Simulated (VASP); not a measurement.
EuS:

```xyz
2
Lattice="0.0000 2.9785 2.9785 2.9785 0.0000 2.9785 2.9785 2.9785 0.0000" Properties=species:S:1:pos:R:3 pbc="T T T"
Eu    0.0000    0.0000    0.0000
S     2.9785    2.9785    2.9785
```

Base run:

* Program: VASP 6.6.1
* Functional: BLYP
* Potentials or basis: VASP PAW PBE potentials, release 64 (Eu, S)
* Cutoff: 520 eV
* k mesh: 8 × 8 × 8
* Occupations: fermi-dirac, width 0.05 eV
* Spin: collinear spin, ferromagnetic start
* Starting moments: [7.0, 0.0] μB

Its results: pressure 0.5 GPa; net moment 6.97 μB per cell; site moments Eu +6.61; S -0.05 μB.

The run is repeated on the same cell with these changes: functional from BLYP to LAK. What comes out?

Pressure -0.1 GPa; net moment 7.00 μB per cell; site moments Eu +6.46; S -0.09 μB.

Caveats: the PAW data sets were made with another functional, which shifts forces and pressure a little; a cell with one magnetic atom can't hold antiferromagnetic order, which such compounds often take.
